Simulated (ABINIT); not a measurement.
# GaAs (F-43m): G0W0 in ABINIT against the screening cutoff in the self-energy

Wanted: the cheapest screening cutoff in the self-energy that holds the gap of GaAs (F-43m).

Calculated with ABINIT 10.8.3; PBE and many-body steps on it, plane waves.

**1. Set-up**

Symmetry: F-43m, No. 216, cubic system. The conventional cell has a = 5.654 Å, b = 5.654 Å, c = 5.654 Å, α = 90.00°, β = 90.00°, γ = 90.00°. Nearest to Ga lie 4 As at 2.45 Å. As has 4 Ga at 2.45 Å nearest. Farther neighbours are not listed.

Structure file:

```cif
data_structure
_symmetry_space_group_name_H-M 'P 1'
_symmetry_Int_Tables_number 1
_cell_length_a 3.9978
_cell_length_b 3.9978
_cell_length_c 3.9978
_cell_angle_alpha 60.000
_cell_angle_beta 60.000
_cell_angle_gamma 60.000
_cell_volume 45.18
loop_
_atom_site_label
_atom_site_type_symbol
_atom_site_fract_x
_atom_site_fract_y
_atom_site_fract_z
_atom_site_occupancy
Ga1 Ga 0.00000 0.00000 0.00000 1
As2 As 0.25000 0.25000 0.25000 1
```

The cell and positions come from the Crystallography Open Database and are kept as given unless a step says otherwise.

**2. Screening, 4×4×4 mesh, 304 bands, screening to 272.1 eV**

This step: ABINIT 10.8.3; RPA screening on PBE, plane waves, norm-conserving pseudopotentials.

The RPA dielectric matrix is built and inverted for each q.

The input, run.abi:

```
acell 3*1.0 Angstrom
rprim 
  0.000000000000 2.826850000000 2.826850000000
  2.826850000000 0.000000000000 2.826850000000
  2.826850000000 2.826850000000 -0.000000000000
ntypat 2
znucl 31 33
natom 2
typat 1 2
xred 
  0.000000000000 0.000000000000 0.000000000000
  0.250000000000 0.250000000000 0.250000000000
pp_dirpath "pseudos"
pseudos "Ga.upf, As.upf"
ecut 38
ngkpt 4 4 4
nshiftk 1
shiftk 0 0 0
kptopt 1
chksymbreak 0
istwfk *1
occopt 1
irdwfk 1
optdriver 3
nband 304
ecuteps 10
inclvkb 2
awtr 1
symchi 1
indata_prefix "in"
outdata_prefix "out"
tmpdata_prefix "tmp"
```

Started as:

```sh
$ OMP_NUM_THREADS=1 mpirun -n 8 abinit run.abi > log
```

The log of the run:

```text
.Version 10.8.3 of ABINIT. v10.8.2 released Aug 2026.

 Symmetries : space group F-4 3 m (#216); Bravais cF (face-center cubic)
[... echo of the input left out ...]
== DATASET  1 ==================================================================
-   mpi_nproc: 8, omp_nthreads: 1 (-1 if OMP is not activated)

--- !DatasetInfo
iteration_state: {dtset: 1, }
dimensions: {natom: 2, nkpt: 8, mband: 304, nsppol: 1, nspinor: 1, nspden: 1, mpw: 3479, }
cutoff_energies: {ecut:  38.0, pawecutdg:  -1.0, }
electrons: {nelect:   2.80000000E+01, charge:   0.00000000E+00, occopt:   1.00000000E+00, tsmear:   1.00000000E-02, }

 SCREENING: Calculation of the susceptibility and dielectric matrices

 Based on a program developped by R.W. Godby, V. Olevano, G. Onida, and L. Reining.
 Incorporated in ABINIT by V. Olevano, G.-M. Rignanese, and M. Torrent.
.Using double precision arithmetic ; gwpc =  8

[... cell and pseudopotentials left out ...]
--------------------------------------------------------------------------------

 ==== K-mesh for the wavefunctions ====
 Number of points in the irreducible wedge :     8
[... list of points left out ...]
 Together with 24 symmetry operations and time-reversal symmetry
 yields    64 points in the full Brillouin Zone.

 ==== Q-mesh for the screening function ====
 Number of points in the irreducible wedge :     8
[... list of points left out ...]
 Together with 24 symmetry operations and time-reversal symmetry
 yields    64 points in the full Brillouin Zone.

 setmesh: FFT mesh size selected  =    32x   32x   32
          total number of points  =        32768

 vcoul_init : cutoff-mode = AUXILIARY_FUNCTION
 q-points for optical limit:   1
     1)      0.000010    0.000020    0.000030

- screening: taking advantage of time-reversal symmetry
- Maximum band index for partially occupied states nbvw = 14
- Remaining bands to be divided among processors   nbcw = 290
- Number of bands treated by each node ~36

 Number of electrons calculated from density =   28.0000; Expected =   28.0000
 average of density, n =  0.091838
 r_s =    1.3750
 omega_plasma =   29.2326 [eV]

 calculating chi0 at frequencies [eV] :
  1    0.000000E+00    0.000000E+00
  2    0.000000E+00    2.923258E+01

--------------------------------------------------------------------------------
  q-point number  1        q = ( 0.000000, 0.000000, 0.000000) [r.l.u.]
--------------------------------------------------------------------------------
[... chi0 elements left out ...]
 For q-point:  0.000010 0.000020 0.000030
  dielectric constant = 139.5571
  dielectric constant without local fields = 147.8650

  Average fulfillment of the sum rule on Im[epsilon] for q-point    1 :    114.89  [%]
[... wings left out ...]
  q-point number  2        q = ( 0.250000, 0.000000, 0.000000) [r.l.u.]
--------------------------------------------------------------------------------
[... chi0 elements left out ...]
  Average fulfillment of the sum rule on Im[epsilon] for q-point    2 :    137.46  [%]

 [... 6 further q-points ...]
```

The job ended after 2.2 min (8 MPI ranks of Intel Xeon Platinum 8259CL at 2.50GHz (Skylake/Cascade Lake), shared host; peak memory 2.7 GiB).

This step gave:

| Property | Result |
| --- | --- |
| ε∞ with local fields, on this mesh, along the program's q direction | 139.6 |
| the same without local fields | 147.9 |
| plasma frequency | 29.23 eV |
| plane waves in the screening matrix | 459 |

Local fields lower ε∞ by 6 %. The value itself is an artefact of the mesh, where one narrow direct gap carries too much weight.

**3. 1 Ha**

This step: G0W0 on PBE, plane waves, norm-conserving pseudopotentials.

Edit run.abi of step 2 so:

```diff
@@ -23,8 +23,15 @@
 irdwfk 1
-optdriver 3
+optdriver 4
 nband 304
-ecuteps 10
-inclvkb 2
-awtr 1
-symchi 1
+gwcalctyp 0
+ecutsigx 38
+symsigma 1
+nkptgw 1
+kptgw 
+  0.0000000000 0.0000000000 0.0000000000
+bdgw 
+  12 18
+ecuteps 1
+irdscr 1
+ppmodel 1
 indata_prefix "in"
```

The log of the run:

```text
.Version 10.8.3 of ABINIT. v10.8.2 released Aug 2026.

 Symmetries : space group F-4 3 m (#216); Bravais cF (face-center cubic)
[... echo of the input left out ...]
== DATASET  1 ==================================================================
-   mpi_nproc: 8, omp_nthreads: 1 (-1 if OMP is not activated)

--- !DatasetInfo
iteration_state: {dtset: 1, }
dimensions: {natom: 2, nkpt: 8, mband: 304, nsppol: 1, nspinor: 1, nspden: 1, mpw: 3479, }
cutoff_energies: {ecut:  38.0, pawecutdg:  -1.0, }
electrons: {nelect:   2.80000000E+01, charge:   0.00000000E+00, occopt:   1.00000000E+00, tsmear:   1.00000000E-02, }

 SIGMA: Calculation of the GW corrections

 Based on a program developped by R.W. Godby, V. Olevano, G. Onida, and L. Reining.
 Incorporated in ABINIT by V. Olevano, G.-M. Rignanese, and M. Torrent.
.Using double precision arithmetic ; gwpc =  8

[... cell and pseudopotentials left out ...]
--------------------------------------------------------------------------------

 ==== K-mesh for the wavefunctions ====
 Number of points in the irreducible wedge :     8
[... list of points left out ...]
 Together with 24 symmetry operations and time-reversal symmetry
 yields    64 points in the full Brillouin Zone.

 ==== Q-mesh for screening function ====
 Number of points in the irreducible wedge :     8
[... list of points left out ...]
 Together with 24 symmetry operations and time-reversal symmetry
 yields    64 points in the full Brillouin Zone.

 vcoul_init : cutoff-mode = AUXILIARY_FUNCTION
 q-points for optical limit:   1
     1)      0.000010    0.000020    0.000030
 setmesh: FFT mesh size selected  =    45x   45x   45
          total number of points  =        91125

 Number of electrons calculated from density =   28.0000; Expected =   28.0000
 average of density, n =  0.091838
 r_s =    1.3750
 omega_plasma =   29.2326 [eV]

 === KS Band Gaps ===
  >>>> For spin  1
   Minimum direct gap =   0.5137 [eV], located at k-point      :   0.0000  0.0000  0.0000
   Fundamental gap    =   0.5137 [eV], Top of valence bands at :   0.0000  0.0000  0.0000
                                       Bottom of conduction at :   0.0000  0.0000  0.0000
 SIGMA fundamental parameters:
 PLASMON POLE MODEL  1
 number of plane-waves for SigmaX                 3479
 number of plane-waves for SigmaC and W             15
 number of plane-waves for wavefunctions          3479
 number of bands                                   304
 number of independent spin polarizations            1
 number of spinorial components                      1
 number of k-points in IBZ                           8
 number of q-points in IBZ                           8
 number of symmetry operations                      24
 number of k-points in BZ                           64
 number of q-points in BZ                           64
 number of frequencies for dSigma/dE                 9
 frequency step for dSigma/dE [eV]                0.25
 number of omega for Sigma on real axis              0
 max omega for Sigma on real axis  [eV]           0.00
 zcut for avoiding poles [eV]                     0.10

 EPSILON^-1 parameters (SCR file):
 dimension of the eps^-1 matrix on file            459
 dimension of the eps^-1 matrix used                15
 number of plane-waves for wavefunctions          3479
 number of bands                                   304
 number of q-points in IBZ                           8
 number of frequencies                               2
 number of real frequencies                          1
 number of imag frequencies                          1

 matrix elements of self-energy operator (all in [eV])

 Perturbative Calculation

--- !SelfEnergy_ee
iteration_state: {dtset: 1, }
kpoint     : [   0.000,    0.000,    0.000, ]
spin       : 1
KS_gap     :    0.514
QP_gap     :    1.076
Delta_QP_KS:    0.563
data: !SigmaeeData |
     Band     E0 <VxcDFT>   SigX SigC(E0)      Z dSigC/dE  Sig(E)    E-E0       E
       12   4.024 -13.358 -15.769   1.921   0.813  -0.230 -13.756  -0.398   3.626
       13   4.024 -13.358 -15.769   1.921   0.813  -0.230 -13.756  -0.398   3.626
       14   4.024 -13.358 -15.769   1.921   0.813  -0.230 -13.756  -0.398   3.626
       15   4.538 -13.901 -10.298  -3.401   0.816  -0.226 -13.736   0.165   4.702
       16   7.763 -10.841  -6.854  -3.814   0.812  -0.232 -10.700   0.141   7.903
       17   7.763 -10.841  -6.854  -3.814   0.812  -0.232 -10.700   0.141   7.903
       18   7.763 -10.841  -6.854  -3.814   0.812  -0.232 -10.700   0.141   7.903

== END DATASET(S) ==============================================================
================================================================================

 -outvars: echo values of variables after computation  --------
           etotal      0.0000000000E+00
            nband         304
             nkpt           8
          spgroup         216
 [... the other variables as echoed above ...]

 Calculation completed.
```

Elapsed: 4.9 s, on 8 MPI ranks; peak memory 0.76 GiB.

Numbers from this step:

```
G0W0 gap on the points computed              : 1.076 eV
starting gap on the mesh                     : 0.5137 eV
k of the valence top                         : 0, 0, 0
k of the conduction bottom                   : 0, 0, 0
Z at the valence top                         : 0.813
Z at the conduction bottom                   : 0.816
least direct G0W0 gap on the computed points : 1.076 eV
```

**4. 2 Ha**

Edit run.abi of step 3 so:

```diff
@@ -33,3 +33,3 @@
   12 18
-ecuteps 1
+ecuteps 2
 irdscr 1
```

The log of the run:

```text
.Version 10.8.3 of ABINIT. v10.8.2 released Aug 2026.

 Symmetries : space group F-4 3 m (#216); Bravais cF (face-center cubic)
[... echo of the input left out ...]
== DATASET  1 ==================================================================
-   mpi_nproc: 8, omp_nthreads: 1 (-1 if OMP is not activated)

--- !DatasetInfo
iteration_state: {dtset: 1, }
dimensions: {natom: 2, nkpt: 8, mband: 304, nsppol: 1, nspinor: 1, nspden: 1, mpw: 3479, }
cutoff_energies: {ecut:  38.0, pawecutdg:  -1.0, }
electrons: {nelect:   2.80000000E+01, charge:   0.00000000E+00, occopt:   1.00000000E+00, tsmear:   1.00000000E-02, }

 SIGMA: Calculation of the GW corrections

 Based on a program developped by R.W. Godby, V. Olevano, G. Onida, and L. Reining.
 Incorporated in ABINIT by V. Olevano, G.-M. Rignanese, and M. Torrent.
.Using double precision arithmetic ; gwpc =  8

[... cell and pseudopotentials left out ...]
--------------------------------------------------------------------------------

 ==== K-mesh for the wavefunctions ====
 Number of points in the irreducible wedge :     8
[... list of points left out ...]
 Together with 24 symmetry operations and time-reversal symmetry
 yields    64 points in the full Brillouin Zone.

 ==== Q-mesh for screening function ====
 Number of points in the irreducible wedge :     8
[... list of points left out ...]
 Together with 24 symmetry operations and time-reversal symmetry
 yields    64 points in the full Brillouin Zone.

 vcoul_init : cutoff-mode = AUXILIARY_FUNCTION
 q-points for optical limit:   1
     1)      0.000010    0.000020    0.000030
 setmesh: FFT mesh size selected  =    45x   45x   45
          total number of points  =        91125

 Number of electrons calculated from density =   28.0000; Expected =   28.0000
[...]
number of q-points in BZ                           64
 number of frequencies for dSigma/dE                 9
 frequency step for dSigma/dE [eV]                0.25
 number of omega for Sigma on real axis              0
 max omega for Sigma on real axis  [eV]           0.00
 zcut for avoiding poles [eV]                     0.10

 EPSILON^-1 parameters (SCR file):
 dimension of the eps^-1 matrix on file            459
 dimension of the eps^-1 matrix used                51
 number of plane-waves for wavefunctions          3479
 number of bands                                   304
 number of q-points in IBZ                           8
 number of frequencies                               2
 number of real frequencies                          1
 number of imag frequencies                          1

 matrix elements of self-energy operator (all in [eV])

 Perturbative Calculation

--- !SelfEnergy_ee
iteration_state: {dtset: 1, }
kpoint     : [   0.000,    0.000,    0.000, ]
spin       : 1
KS_gap     :    0.514
QP_gap     :    1.096
Delta_QP_KS:    0.583
data: !SigmaeeData |
     Band     E0 <VxcDFT>   SigX SigC(E0)      Z dSigC/dE  Sig(E)    E-E0       E
       12   4.024 -13.358 -15.769   1.543   0.801  -0.248 -14.053  -0.695   3.329
       13   4.024 -13.358 -15.769   1.543   0.801  -0.248 -14.053  -0.695   3.329
       14   4.024 -13.358 -15.769   1.543   0.801  -0.248 -14.053  -0.695   3.329
       15   4.538 -13.901 -10.298  -3.743   0.802  -0.246 -14.013  -0.112   4.425
       16   7.763 -10.841  -6.854  -4.165   0.803  -0.246 -10.984  -0.143   7.620
       17   7.763 -10.841  -6.854  -4.165   0.803  -0.246 -10.984  -0.143   7.620
       18   7.763 -10.841  -6.854  -4.165   0.803  -0.246 -10.984  -0.143   7.620

== END DATASET(S) ==============================================================
================================================================================

 -outvars: echo values of variables after computation  --------
           etotal      0.0000000000E+00
            nband         304
             nkpt           8
          spgroup         216
 [... the other variables as echoed above ...]

 Calculation completed.
```

The job ended after 4.7 s (8 MPI ranks; peak memory 0.78 GiB).

This step gave:

```
G0W0 gap on the points computed              : 1.096 eV
starting gap on the mesh                     : 0.5137 eV
k of the valence top                         : 0, 0, 0
k of the conduction bottom                   : 0, 0, 0
Z at the valence top                         : 0.801
Z at the conduction bottom                   : 0.802
least direct G0W0 gap on the computed points : 1.096 eV
```

**5. 3.5 Ha**

The self-energy is evaluated for the states that the input lists, and the levels follow from it, in one-shot runs by the linearised quasiparticle equation.

Edit run.abi of step 4 so:

```diff
@@ -33,3 +33,3 @@
   12 18
-ecuteps 2
+ecuteps 3.5
 irdscr 1
```

The log of the run:

```text
.Version 10.8.3 of ABINIT. v10.8.2 released Aug 2026.

 Symmetries : space group F-4 3 m (#216); Bravais cF (face-center cubic)
[... echo of the input left out ...]
== DATASET  1 ==================================================================
-   mpi_nproc: 8, omp_nthreads: 1 (-1 if OMP is not activated)

--- !DatasetInfo
iteration_state: {dtset: 1, }
dimensions: {natom: 2, nkpt: 8, mband: 304, nsppol: 1, nspinor: 1, nspden: 1, mpw: 3479, }
cutoff_energies: {ecut:  38.0, pawecutdg:  -1.0, }
[...]
16   7.763 -10.841  -6.854  -4.297   0.800  -0.250 -11.089  -0.248   7.515
       17   7.763 -10.841  -6.854  -4.297   0.800  -0.250 -11.089  -0.248   7.515
       18   7.763 -10.841  -6.854  -4.297   0.800  -0.250 -11.089  -0.248   7.515

== END DATASET(S) ==============================================================
================================================================================

 -outvars: echo values of variables after computation  --------
           etotal      0.0000000000E+00
            nband         304
             nkpt           8
          spgroup         216
 [... the other variables as echoed above ...]

 Calculation completed.
```

The job ended after 6.3 s (8 MPI ranks; peak memory 1.6 GiB).

This step gave:

```yaml
g0w0_gap_on_the_points_computed: 1.063 eV
starting_gap_on_the_mesh: 0.5137 eV
k_of_the_valence_top: 0, 0, 0
k_of_the_conduction_bottom: 0, 0, 0
least_direct_g0w0_gap_on_the_computed_points: 1.063 eV
```

The gap on the mesh goes from 0.51 eV to 1.06 eV, a correction of +0.55 eV.

**6. 5 Ha**

Edit run.abi of step 5 so:

```diff
@@ -33,3 +33,3 @@
   12 18
-ecuteps 3.5
+ecuteps 5
 irdscr 1
```

The log of the run:

```text
.Version 10.8.3 of ABINIT. v10.8.2 released Aug 2026.

 Symmetries : space group F-4 3 m (#216); Bravais cF (face-center cubic)
[... echo of the input left out ...]
== DATASET  1 ==================================================================
-   mpi_nproc: 8, omp_nthreads: 1 (-1 if OMP is not activated)

--- !DatasetInfo
iteration_state: {dtset: 1, }
dimensions: {natom: 2, nkpt: 8, mband: 304, nsppol: 1, nspinor: 1, nspden: 1, mpw: 3479, }
cutoff_energies: {ecut:  38.0, pawecutdg:  -1.0, }
[...]
16   7.763 -10.841  -6.854  -4.330   0.800  -0.251 -11.115  -0.274   7.488
       17   7.763 -10.841  -6.854  -4.330   0.800  -0.251 -11.115  -0.274   7.488
       18   7.763 -10.841  -6.854  -4.330   0.800  -0.251 -11.115  -0.274   7.488

== END DATASET(S) ==============================================================
================================================================================

 -outvars: echo values of variables after computation  --------
           etotal      0.0000000000E+00
            nband         304
             nkpt           8
          spgroup         216
 [... the other variables as echoed above ...]

 Calculation completed.
```

Elapsed: 8.2 s, on 8 MPI ranks; peak memory 1.5 GiB.

Numbers from this step:

* G0W0 gap on the points computed: 1.060 eV
* starting gap on the mesh: 0.5137 eV
* k of the valence top: 0, 0, 0
* k of the conduction bottom: 0, 0, 0
* least direct G0W0 gap on the computed points: 1.060 eV

Against the run before, the gap moves by −0.003 eV.

(Continued in part 2 of 2.)

[Paths, hosts, dates, memory and timing lines, banners, echoed tables and standing remarks are left out of the program output.]

[Logs are printed without paths, hosts, clocks, repeated set-up lines and the standing remarks that a program may print on its own settings, such as how far it seeks lower states.]

[Runs of the session that timed out or met a known fault of the program may be left out.]

[Hosts, paths, dates, database ids (printed as entryN), source tags and the programs' standing remarks are cut or masked in the printed files.]

[G0W0 gaps are taken among the corrected bands and points alone; a level outside them can change the order at an edge.]

[Where Ansatz stands beside ABINIT at settings called matched, ABINIT's density can come from a denser mesh and the files from another edition; pairs whose starting gaps differed by over 0.03 eV were left out, so agreement reads better than it is.]
